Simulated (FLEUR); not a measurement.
A run of FLEUR MaX-R8.1 (later development tree) is set up as follows.

The input inp.xml:

```xml
<?xml version="1.0" encoding="UTF-8" standalone="no"?>
<fleurInput fleurInputVersion="0.39">
   <comment>
      MnO                                                                                                 
   </comment>
   <calculationSetup>
      <cutoffs Kmax="4.43" Gmax="13.7" GmaxXC="13.7" numbands="0"/>
      <scfLoop itmax="60" minDistance="0.00001" maxIterBroyd="15" imix="Anderson" alpha="0.05" precondParam="0.0" spinf="2.0" sdNocoIR="T"/>
      <coreElectrons ctail="T" frcor="F" kcrel="0" coretail_lmax="0"/>
      <xcFunctional name="PBEs" relativisticCorrections="F"/>
      <magnetism jspins="2"/>
      <soc l_soc="F" theta="0.0" phi="0.0" spav="F"/>
      <expertModes spex="0" secvar="F"/>
      <geometryOptimization l_f="F" forcealpha="1.0" forcemix="BFGS" epsdisp="0.00001" epsforce="0.00001"/>
      <ldaU l_linMix="F" mixParam="0.05" spinf="1.0"/>
   </calculationSetup>
   <cell>
      <bzIntegration valenceElectrons="21.0" mode="hist" fermiSmearingEnergy="0.00183747">
         <kPointListSelection listName="default-1"/>
         <!-- k-points included here -->
         <xi:include xmlns:xi="http://www.w3.org/2001/XInclude" href="kpts.xml"> </xi:include>
      </bzIntegration>
      <!-- symmetry operations included here -->
      <xi:include xmlns:xi="http://www.w3.org/2001/XInclude" href="sym.xml"> </xi:include>
      <bulkLattice scale="1.0">
         <bravaisMatrix>
            <row-1>    0.0000000000000000     4.2025764846803328     4.2025764846803328</row-1>
            <row-2>    4.2025764846803328     0.0000000000000000     4.2025764846803328</row-2>
            <row-3>    4.2025764846803328     4.2025764846803328     0.0000000000000000</row-3>
         </bravaisMatrix>
      </bulkLattice>
   </cell>
   <atomSpecies>
      <species name="Manganese 4.000" element="Mn" atomicNumber="25">
         <mtSphere radius="2.21" gridPoints="731" logIncrement="0.017"/>
         <atomicCutoffs lmax="9" lnonsphr="9"/>
         <electronConfig flipSpins="F">
            <coreConfig>(1s1/2) (2s1/2) (2p1/2) (2p3/2)</coreConfig>
            <valenceConfig>(3s1/2) (3p1/2) (3p3/2) (4s1/2) (3d3/2) (3d5/2)</valenceConfig>
            <stateOccupation state="(3d3/2)" spinUp="1.5" spinDown="0.5"/>
            <stateOccupation state="(3d5/2)" spinUp="3.0" spinDown="0.0"/>
         </electronConfig>
         <energyParameters s="4" p="4" d="3" f="4"/>
         <lo type="SCLO" l="0" n="3" eDeriv="0"/>
         <lo type="SCLO" l="1" n="3" eDeriv="0"/>
         <lo type="SCLO" l="1" n="3" eDeriv="1"/>
         <lo type="SCLO" l="2" n="3" eDeriv="2"/>
         <lo type="SCLO" l="3" n="4" eDeriv="2"/>
      </species>
      <species name="Oxygen (O)" element="O" atomicNumber="8">
         <mtSphere radius="1.69" gridPoints="559" logIncrement="0.019"/>
         <atomicCutoffs lmax="8" lnonsphr="8"/>
         <electronConfig flipSpins="F">
            <coreConfig>(1s1/2)</coreConfig>
            <valenceConfig>(2s1/2) (2p1/2) (2p3/2)</valenceConfig>
            <stateOccupation state="(2p1/2)" spinUp="0.666667" spinDown="0.666667"/>
            <stateOccupation state="(2p3/2)" spinUp="1.333333" spinDown="1.333333"/>
         </electronConfig>
         <energyParameters s="2" p="2" d="3" f="4"/>
         <lo type="SCLO" l="0" n="2" eDeriv="2"/>
         <lo type="SCLO" l="1" n="2" eDeriv="2"/>
         <lo type="SCLO" l="2" n="3" eDeriv="2"/>
      </species>
   </atomSpecies>
   <atomGroups>
      <atomGroup species="Manganese 4.000">
         <relPos label="                   1">.0000000000 .0000000000 .0000000000</relPos>
         <force calculate="T" relaxXYZ="TTT"/>
      </atomGroup>
      <atomGroup species="Oxygen (O)">
         <relPos label="                   2">1.000/2.000 1.000/2.000 1.000/2.000</relPos>
         <force calculate="T" relaxXYZ="TTT"/>
      </atomGroup>
   </atomGroups>
   <output dos="F" band="F" slice="F">
      <checks vchk="F" cdinf="F"/>
      <bandDOS minEnergy="-.5*Htr" maxEnergy="0.5*Htr" sigma="0.015" storeEVData="T"/>
      <vacuumDOS vacdos="F" integ="F" star="F" nstars="0" locx1="0.0" locy1="0.0" locx2="0.0" locy2="0.0" nstm="0" tworkf="0.0"/>
      <unfoldingBand unfoldBand="F" supercellX="1" supercellY="1" supercellZ="1"/>
      <plotting iplot="0" polar="F">
         <plot TwoD="T" vec1="  1.0  0.0  0.0" vec2="  0.0  1.0  0.0" vec3="  0.0  0.0  1.0" zero="  0.0  0.0  0.0" file="plot"/>
      </plotting>
      <chargeDensitySlicing numkpt="0" minEigenval="0.0" maxEigenval="0.0" nnne="0" pallst="F"/>
      <specialOutput eonly="F"/>
      <moessbauerParams electricFieldGradient="T" isomerShift="T" coreHyperfine="T" valenceHyperfine="T"/>
      <magneticCircularDichroism mcd="F" energyLo="-10.0" energyUp="0.0"/>
   </output>
  <!-- We include the file relax.xml here to enable relaxations (see documentation) -->
  <xi:include xmlns:xi="http://www.w3.org/2001/XInclude" href="relax.xml"> <xi:fallback/> </xi:include>
</fleurInput>
```

File crystal.txt:

```
MnO
&input cartesian=F /
0.0000000000  2.2239077028  2.2239077028
2.2239077028  0.0000000000  2.2239077028
2.2239077028  2.2239077028  0.0000000000
1.8897261246
1.0 1.0 1.0

2
25 0.0000000000  0.0000000000  0.0000000000 : 4.000
8 0.5000000000  0.5000000000  0.5000000000

&kpt div1=10 div2=10 div3=10 gamma=T /
```

Contents of inp.xml (bands):

```
<?xml version="1.0" encoding="UTF-8" standalone="no"?>
<fleurInput fleurInputVersion="0.39">
   <comment>
      MnO                                                                                                 
   </comment>
   <calculationSetup>
      <cutoffs Kmax="4.43" Gmax="13.7" GmaxXC="13.7" numbands="0"/>
      <scfLoop itmax="60" minDistance="0.00001" maxIterBroyd="15" imix="Anderson" alpha="0.05" precondParam="0.0" spinf="2.0" sdNocoIR="T"/>
      <coreElectrons ctail="T" frcor="F" kcrel="0" coretail_lmax="0"/>
      <xcFunctional name="PBEs" relativisticCorrections="F"/>
      <magnetism jspins="2"/>
      <soc l_soc="F" theta="0.0" phi="0.0" spav="F"/>
      <expertModes spex="0" secvar="F"/>
      <geometryOptimization l_f="F" forcealpha="1.0" forcemix="BFGS" epsdisp="0.00001" epsforce="0.00001"/>
      <ldaU l_linMix="F" mixParam="0.05" spinf="1.0"/>
   </calculationSetup>
   <cell>
      <bzIntegration valenceElectrons="21.0" mode="hist" fermiSmearingEnergy="0.00183747">
         <kPointListSelection listName="path-1"/>
         <!-- k-points included here -->
         <xi:include xmlns:xi="http://www.w3.org/2001/XInclude" href="kpts.xml"> </xi:include>
      </bzIntegration>
      <!-- symmetry operations included here -->
      <xi:include xmlns:xi="http://www.w3.org/2001/XInclude" href="sym.xml"> </xi:include>
      <bulkLattice scale="1.0">
         <bravaisMatrix>
            <row-1>    0.0000000000000000     4.2025764846803328     4.2025764846803328</row-1>
            <row-2>    4.2025764846803328     0.0000000000000000     4.2025764846803328</row-2>
            <row-3>    4.2025764846803328     4.2025764846803328     0.0000000000000000</row-3>
         </bravaisMatrix>
      </bulkLattice>
   </cell>
   <atomSpecies>
      <species name="Manganese 4.000" element="Mn" atomicNumber="25">
         <mtSphere radius="2.21" gridPoints="731" logIncrement="0.017"/>
         <atomicCutoffs lmax="9" lnonsphr="9"/>
         <electronConfig flipSpins="F">
            <coreConfig>(1s1/2) (2s1/2) (2p1/2) (2p3/2)</coreConfig>
            <valenceConfig>(3s1/2) (3p1/2) (3p3/2) (4s1/2) (3d3/2) (3d5/2)</valenceConfig>
            <stateOccupation state="(3d3/2)" spinUp="1.5" spinDown="0.5"/>
            <stateOccupation state="(3d5/2)" spinUp="3.0" spinDown="0.0"/>
         </electronConfig>
         <energyParameters s="4" p="4" d="3" f="4"/>
         <lo type="SCLO" l="0" n="3" eDeriv="0"/>
         <lo type="SCLO" l="1" n="3" eDeriv="0"/>
         <lo type="SCLO" l="1" n="3" eDeriv="1"/>
         <lo type="SCLO" l="2" n="3" eDeriv="2"/>
         <lo type="SCLO" l="3" n="4" eDeriv="2"/>
      </species>
      <species name="Oxygen (O)" element="O" atomicNumber="8">
         <mtSphere radius="1.69" gridPoints="559" logIncrement="0.019"/>
         <atomicCutoffs lmax="8" lnonsphr="8"/>
         <electronConfig flipSpins="F">
            <coreConfig>(1s1/2)</coreConfig>
            <valenceConfig>(2s1/2) (2p1/2) (2p3/2)</valenceConfig>
            <stateOccupation state="(2p1/2)" spinUp="0.666667" spinDown="0.666667"/>
            <stateOccupation state="(2p3/2)" spinUp="1.333333" spinDown="1.333333"/>
         </electronConfig>
         <energyParameters s="2" p="2" d="3" f="4"/>
         <lo type="SCLO" l="0" n="2" eDeriv="2"/>
         <lo type="SCLO" l="1" n="2" eDeriv="2"/>
         <lo type="SCLO" l="2" n="3" eDeriv="2"/>
      </species>
   </atomSpecies>
   <atomGroups>
      <atomGroup species="Manganese 4.000">
         <relPos label="                   1">.0000000000 .0000000000 .0000000000</relPos>
         <force calculate="T" relaxXYZ="TTT"/>
      </atomGroup>
      <atomGroup species="Oxygen (O)">
         <relPos label="                   2">1.000/2.000 1.000/2.000 1.000/2.000</relPos>
         <force calculate="T" relaxXYZ="TTT"/>
      </atomGroup>
   </atomGroups>
   <output dos="F" band="T" slice="F">
      <checks vchk="F" cdinf="F"/>
      <bandDOS minEnergy="-.5*Htr" maxEnergy="0.5*Htr" sigma="0.015" storeEVData="T"/>
      <vacuumDOS vacdos="F" integ="F" star="F" nstars="0" locx1="0.0" locy1="0.0" locx2="0.0" locy2="0.0" nstm="0" tworkf="0.0"/>
      <unfoldingBand unfoldBand="F" supercellX="1" supercellY="1" supercellZ="1"/>
      <plotting iplot="0" polar="F">
         <plot TwoD="T" vec1="  1.0  0.0  0.0" vec2="  0.0  1.0  0.0" vec3="  0.0  0.0  1.0" zero="  0.0  0.0  0.0" file="plot"/>
      </plotting>
      <chargeDensitySlicing numkpt="0" minEigenval="0.0" maxEigenval="0.0" nnne="0" pallst="F"/>
      <specialOutput eonly="F"/>
      <moessbauerParams electricFieldGradient="T" isomerShift="T" coreHyperfine="T" valenceHyperfine="T"/>
      <magneticCircularDichroism mcd="F" energyLo="-10.0" energyUp="0.0"/>
   </output>
  <!-- We include the file relax.xml here to enable relaxations (see documentation) -->
  <xi:include xmlns:xi="http://www.w3.org/2001/XInclude" href="relax.xml"> <xi:fallback/> </xi:include>
</fleurInput>
```

Potentials or basis: all-electron, FLAPW.

The run is started by

```console
$ inpgen -f crystal.txt -profile fastHighL
$ # inp.xml edited to the form shown
$ fleur_MPI
$ fleur_MPI   # second run, on inp.xml (bands)
```

(1) Estimate the net moment.

(2) Predict the site moments.

(3) What does it give for the band gap along the path?

## Answers

(1) 4.77 μB per cell.

(2) Mn +4.27; O +0.22 μB.

(3) none (metal or under the smearing width).

Caveat: a cell with one magnetic atom can't hold antiferromagnetic order, which such compounds often take; semilocal functionals often make such compounds metallic where correlation or magnetic order opens a gap, which also shifts bond lengths.
